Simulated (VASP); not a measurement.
# AlGa3N2 (P3m1) in VASP: phonons with PBE

Aim: the phonons of AlGa3N2 with PBE.

Program: VASP 6.6.1. These are calculated values, not measurements. Logs are shortened: lines on timing, memory, paths and dates and some standing lists are left out, and cuts for length are marked.

### Step 1. The crystal as given

The structure is trigonal, space group P3m1 (No. 156). The conventional cell has a = 3.220 Å, b = 3.220 Å, c = 9.363 Å, α = 90.00°, β = 90.00°, γ = 120.00°. Al (site symmetry 3m) has 4 N at 1.89 to 1.94 Å as nearest neighbours. Around Ga (site symmetry 3m) lie 3 N at 1.99 Å. Ga (site symmetry 3m) has 1 N at 1.97 Å as nearest neighbours. Ga (site symmetry 3m) is surrounded by 4 Ga at 2.50 to 2.53 Å. N (site symmetry 3m) is surrounded by 1 Al at 1.89 Å and 3 Ga at 1.99 Å. Around N (site symmetry 3m) lie 3 Al at 1.94 Å and 1 Ga at 1.97 Å.

The cell was built by a generator and needn't be a form met in nature.

### Step 2. Phonons, PBE

The input, POSCAR:

```
AlGa3N2
1.0
    3.2201430000      0.0000000000      0.0000000000
   -1.6100720000      2.7887260000      0.0000000000
    0.0000000000      0.0000000000      9.3634500000
Al Ga N
1 3 2
Direct
    0.6666670000      0.3333330000      0.2546380000
    0.3333330000      0.6666670000      0.9775310000
    0.0000000000      0.0000000000      0.5264520000
    0.3333330000      0.6666670000      0.7103350000
    0.6666670000      0.3333330000      0.0524980000
    0.0000000000      0.0000000000      0.3155920000
```

The input, INCAR.step1:

```
SYSTEM = AlGa3N2
PREC     = Accurate       ! precision mode
ENCUT    = 520            ! plane-wave cutoff, eV
EDIFF    = 1E-8           ! SCF threshold, eV
ISMEAR   = 0              ! smearing method
SIGMA    = 0.1            ! smearing width, eV
LREAL    = .FALSE.        ! projectors in reciprocal space
LASPH    = .TRUE.         ! aspherical terms in the spheres
NELM     = 80             ! most SCF steps
ALGO     = Normal         ! electronic algorithm
ISIF     = 3              ! what is computed and relaxed
LWAVE    = .FALSE.        ! write WAVECAR
LCHARG   = .FALSE.        ! write CHGCAR
GGA      = PE             ! functional
KPAR     = 4            
IBRION   = 2              ! ionic algorithm
NSW      = 40             ! ionic steps
EDIFFG   = -0.002         ! ionic threshold
```

The input, INCAR.step2:

```
SYSTEM = AlGa3N2
PREC     = Accurate       ! precision mode
ENCUT    = 520            ! plane-wave cutoff, eV
EDIFF    = 1E-8           ! SCF threshold, eV
ISMEAR   = 0              ! smearing method
SIGMA    = 0.1            ! smearing width, eV
LREAL    = .FALSE.        ! projectors in reciprocal space
LASPH    = .TRUE.         ! aspherical terms in the spheres
NELM     = 80             ! most SCF steps
ALGO     = Normal         ! electronic algorithm
ISIF     = 2              ! what is computed and relaxed
LWAVE    = .FALSE.        ! write WAVECAR
LCHARG   = .FALSE.        ! write CHGCAR
GGA      = PE             ! functional
KPAR     = 4            
IBRION   = 6              ! ionic algorithm
NFREE    = 2            
POTIM    = 0.015          ! step
NSW      = 1              ! ionic steps
```

The input, KPOINTS:

```
Automatic mesh
0
G
  10 10 4
  0 0 0
```

Potentials or basis: VASP PAW PBE potentials, release 64 (Al, Ga_d, N).

On the command line:

```console
$ cat potpaw_PBE.64/Al/POTCAR potpaw_PBE.64/Ga_d/POTCAR potpaw_PBE.64/N/POTCAR > POTCAR
$ cp INCAR.step1 INCAR
$ mpirun -np 4 vasp_std > vasp.out
$ cp CONTCAR POSCAR
$ cp INCAR.step2 INCAR
$ mpirun -np 4 vasp_std > vasp.out
```

OUTCAR:

```text
SYSTEM = AlGa3N2
   PREC = Accurate
   ENCUT = 520
   EDIFF = 1E-8
   ISMEAR = 0
   LREAL = .FALSE.
   LASPH = .TRUE.
   NELM = 80
   ISIF = 2
   GGA = PE
   IBRION = 6
   NFREE = 2
   POTIM = 0.015
   NSW = 1

 ion  position               nearest neighbor table
   1  0.667  0.333  0.254-   5 1.90   6 1.94   6 1.94   6 1.94
   2  0.333  0.667  0.979-   5 1.98   5 1.98   5 1.98   4 2.51
   3  0.000  0.000  0.525-   6 1.98   4 2.56   4 2.56   4 2.56
   4  0.333  0.667  0.712-   2 2.51   3 2.56   3 2.56   3 2.56
   5  0.667  0.333  0.053-   1 1.90   2 1.98   2 1.98   2 1.98
   6  0.000  0.000  0.315-   1 1.94   1 1.94   1 1.94   3 1.98

  LATTYP: Found a hexagonal cell.
 ALAT       =     3.2092154088
 C/A-ratio  =     2.9379934526

  Lattice vectors:

 A1 = (   3.2092154088,   0.0000000020,   0.0000000000)
 A2 = (  -1.6046082010,   2.7792624238,   0.0000000000)
 A3 = (   0.0000000000,   0.0000000000,   9.4286538589)

Analysis of symmetry for initial positions (statically):
=====================================================================
 Subroutine PRICEL returns:
 Original cell was already a primitive cell.

 Routine SETGRP: Setting up the symmetry group for a
 hexagonal supercell.

 Subroutine GETGRP returns: Found  6 space group operations
 (whereof  6 operations were pure point group operations)
 out of a pool of 24 trial point group operations.

The static configuration has the point symmetry C_3v.

Analysis of symmetry for dynamics (positions and initial velocities):
=====================================================================
 Subroutine PRICEL returns:
 Original cell was already a primitive cell.

 Routine SETGRP: Setting up the symmetry group for a
 hexagonal supercell.

 Subroutine GETGRP returns: Found  6 space group operations
 (whereof  6 operations were pure point group operations)
 out of a pool of 24 trial point group operations.

The dynamic configuration has the point symmetry C_3v.

 Subroutine INISYM returns: Found  6 space group operations
 (whereof  6 operations are pure point group operations),
 and found     1 'primitive' translations

----------------------------------------------------------------------------------------

                                     Primitive cell

  volume of cell :      84.0965

  direct lattice vectors                    reciprocal lattice vectors
     3.209215409  0.000000002  0.000000000     0.311602642  0.179903902  0.000000000
    -1.604608201  2.779262424  0.000000000    -0.000000000  0.359807693  0.000000000
     0.000000000  0.000000000  9.428653859     0.000000000  0.000000000  0.106059679

  length of vectors
     3.209215409  3.209215963  9.428653859     0.359807755  0.359807693  0.106059679

  position of ions in fractional coordinates (direct lattice)
     0.666667000  0.333333000  0.254032319
     0.333333000  0.666667000  0.978514175
     0.000000000  0.000000000  0.524648024
     0.333333000  0.666667000  0.711976824
     0.666667000  0.333333000  0.052968790
     0.000000000  0.000000000  0.314905868

  ion indices of the primitive-cell ions
   primitive index   ion index
                 1           1
                 2           2
                 3           3
                 4           4
[... 90 lines left out ...]
   EFERMI_NEDOS =   21; number of points for ismear=-14 and -15
   IALGO  =     38    algorithm
   IMIX   =      4    mixing-type and parameters
     AMIX     =   0.40;   BMIX     =  1.00
     AMIX_MAG =   1.60;   BMIX_MAG =  1.00
  volume/ion in A,a.u.               =      14.02        94.59
  Fermi-wavevector in a.u.,A,eV,Ry     =   1.394708  2.635616 26.466188  1.945210
  Thomas-Fermi vector in A             =   2.518231
   LORBIT       =      0    0 simple, 1 ext, 2 COOP (PROOUT), +10 PAW based schemes
   GGA     = PE    functional components
   LHFCALC =     F    Hartree Fock is set to
   AEXX    =    0.0000 exact exchange contribution
   IVDW    =     0    specifies the selected vdW correction
   LEPSILON=     F    determine dielectric tensor
   LRPA    =     F    only Hartree local field effects (RPA)
 finite differences with symmetry
 non-spin polarized calculation
 Gauss-broadening in eV      SIGMA  =   0.10
  energy-cutoff  :      520.00
  volume of cell :       84.10
 maximum number of plane-waves:      2292
   NGX = 11   NGY = 11   NGZ = 35

--------------------------------------- Ionic step        1  -------------------------------------------

 number of electron      51.9999970 magnetization

 Free energy of the ion-electron system (eV)
  ---------------------------------------------------
  ext. energy  EPLUGINS =         0.00000000
  ---------------------------------------------------
  free energy    TOTEN  =       -32.05125916 eV

  energy without entropy =      -32.04389234  energy(sigma->0) =      -32.04757575

------------------------ aborting loop because EDIFF is reached ----------------------------------------

  FORCE on cell =-STRESS in cart. coord.  units (eV):
  Direction    XX          YY          ZZ          XY          YZ          ZX
  --------------------------------------------------------------------------------------
  -------------------------------------------------------------------------------------
  Total        0.0006167      0.0006167      0.0044139     -0.0000000      0.0000000      0.0000000
  in kB        0.0117483      0.0117483      0.0840930     -0.0000000      0.0000000      0.0000000
  external PRESSURE =       0.0358632 kB  Pullay stress =       0.0000000 kB
[... 101 lines left out ...]
  FREE ENERGIE OF THE ION-ELECTRON SYSTEM (eV)
  ---------------------------------------------------
  free  energy   TOTEN  =       -32.0498553366 eV

  energy  without entropy=      -32.0424903237  energy(sigma->0) =      -32.04617283

[... ionic steps 4 to 22 ...]

--------------------------------------- Ionic step       23  -------------------------------------------

 number of electron      51.9999969 magnetization

------------------------ aborting loop because EDIFF is reached ----------------------------------------
[... 75 lines left out ...]
--------------------------------------- Ionic step       25  -------------------------------------------

 number of electron      51.9999970 magnetization

 Free energy of the ion-electron system (eV)
  ---------------------------------------------------
  ext. energy  EPLUGINS =         0.00000000
  ---------------------------------------------------
  free energy    TOTEN  =       -32.04960182 eV

  energy without entropy =      -32.04215615  energy(sigma->0) =      -32.04587898

 E-fermi :   6.9716     XC(G=0): -10.9777

 val. band max:        6.6863199063   @ k =   0.5000  -0.0000   0.0000
 cond. band min:       6.9807555662   @ k =  -0.0000   0.1000   0.2500
 fundamental gap:      0.2944356599
 Fermi energy:         6.9716037333

 k-point     1 :       0.0000    0.0000    0.0000
  band No.  band energies     occupation
      1     -10.5993      2.00000
      2      -9.8507      2.00000
      3      -8.8910      2.00000
      4      -8.8910      2.00000
      5      -8.7957      2.00000
      6      -8.7941      2.00000
[... 805 lines left out ...]
     30       9.6397      0.00000
     31      10.7589      0.00000

 [... further k-points ...]

------------------------ aborting loop because EDIFF is reached ----------------------------------------

  FORCE on cell =-STRESS in cart. coord.  units (eV):
  Direction    XX          YY          ZZ          XY          YZ          ZX
  --------------------------------------------------------------------------------------
  -------------------------------------------------------------------------------------
  Total        0.0451039      0.0451039     -0.0612678     -0.0000000      0.0000000      0.0000000
  in kB        0.8593028      0.8593030     -1.1672532     -0.0000002      0.0000000      0.0000000
  external PRESSURE =       0.1837842 kB  Pullay stress =       0.0000000 kB
[... 21 lines left out ...]
  FREE ENERGIE OF THE ION-ELECTRON SYSTEM (eV)
  ---------------------------------------------------
  free  energy   TOTEN  =       -32.0496018184 eV

  energy  without entropy=      -32.0421561471  energy(sigma->0) =      -32.04587898

 INTERNAL STRAIN TENSORS FROM DISPLACED ATOMS
 ============================================

 INTERNAL STRAIN TENSOR FOR ION    1 for displacements in x,y,z  (eV/Angst):
          X           Y           Z          XY          YZ          ZX
  --------------------------------------------------------------------------------
  x     0.00000    -0.00000     0.00000    -5.27789    -0.00000     3.44334
  y    -5.27789     5.27790     0.00000    -0.00000     3.44334    -0.00000
  z     2.52783     2.52783   -10.97812    -0.00000     0.00000     0.00000

 INTERNAL STRAIN TENSOR FOR ION    6 for displacements in x,y,z  (eV/Angst):
          X           Y           Z          XY          YZ          ZX
  --------------------------------------------------------------------------------
  x    -0.00000     0.00000     0.00000     7.17308     0.00000    -5.33360
  y     7.17308    -7.17308     0.00000     0.00000    -5.33359     0.00000
  z    -2.84433    -2.84433     4.95603     0.00000    -0.00000     0.00000

 Eigenvectors and eigenvalues of the dynamical matrix
 ----------------------------------------------------

   1 f  =   20.218064 THz   127.033843 2PiTHz  674.402022 cm-1    83.615156 meV
             X         Y         Z           dx          dy          dz
      1.604609  0.926420  2.395183    -0.000000    0.000000    0.305047
     -0.000002  1.852843  9.226071     0.000000   -0.000000    0.122141
      0.000000  0.000000  4.946725    -0.000000    0.000000   -0.104183
     -0.000002  1.852843  6.712983    -0.000000    0.000000    0.011029
      1.604609  0.926420  0.499424     0.000000    0.000000   -0.861255
      0.000000  0.000000  2.969138     0.000000   -0.000000    0.373219
[... 145 lines left out ...]
  18 f/i=    0.023922 THz     0.150305 2PiTHz    0.797946 cm-1     0.098933 meV
             X         Y         Z           dx          dy          dz
      1.604609  0.926420  2.395183    -0.144271    0.280749   -0.000000
     -0.000002  1.852843  9.226071    -0.233286    0.453973   -0.000000
      0.000000  0.000000  4.946725    -0.236237    0.459714   -0.000000
     -0.000002  1.852843  6.712983    -0.236992    0.461183   -0.000000
      1.604609  0.926420  0.499424    -0.104382    0.203126   -0.000000
      0.000000  0.000000  2.969138    -0.103921    0.202229   -0.000000

 ELASTIC MODULI CONTR FROM IONIC RELAXATION (kBar)
 Direction    XX          YY          ZZ          XY          YZ          ZX
 --------------------------------------------------------------------------------
 XX        -315.1728     57.4030    121.3743      0.0001    192.1233     -0.0001
 YY          57.4030   -315.1729    121.3743      0.0001   -192.1233      0.0000
 ZZ         121.3743    121.3743   -605.1298     -0.0000      0.0000      0.0000
 XY           0.0001      0.0001     -0.0000   -186.2879      0.0000    192.1235
 YZ         192.1233   -192.1233      0.0000      0.0000   -269.6790      0.0000
 ZX          -0.0001      0.0000      0.0000    192.1235      0.0000   -269.6794
 --------------------------------------------------------------------------------
```

It took 18 min on 4 MPI ranks of Intel Xeon Platinum 8488C (Sapphire Rapids), shared host; peak memory 0.78 GiB.

Results:

| Quantity | Value |
| --- | --- |
| Highest phonon frequency at Γ, LO-TO splitting left out | 674 cm⁻¹ |

The path:
```csv
step,energy change (eV),largest force (eV/Å),pressure (GPa),volume (Å³)
1,0.0000,0.0780,-0.01,84.08
2,-0.0007,0.0399,-0.01,84.07
3,-0.0011,0.0780,0.00,84.06
4,-0.0017,0.0319,0.02,84.05
5,-0.0018,0.0488,0.03,84.05
6,-0.0020,0.0352,0.01,84.07
7,-0.0020,0.0327,0.01,84.08
8,-0.0021,0.0141,0.01,84.08
9,-0.0021,0.0114,0.01,84.08
10,-0.0021,0.0041,0.00,84.10
11,-0.0021,0.0021,0.00,84.10
12,-0.0021,0.0013,0.01,84.10
```

Phonon frequencies in cm⁻¹ (negative: imaginary):
```
              q point                                                        frequencies
(0.000, 0.000, 0.000)  -1 -1 0 72 72 118 118 157 157 201 229 374 505 505 582 583 583 674
```
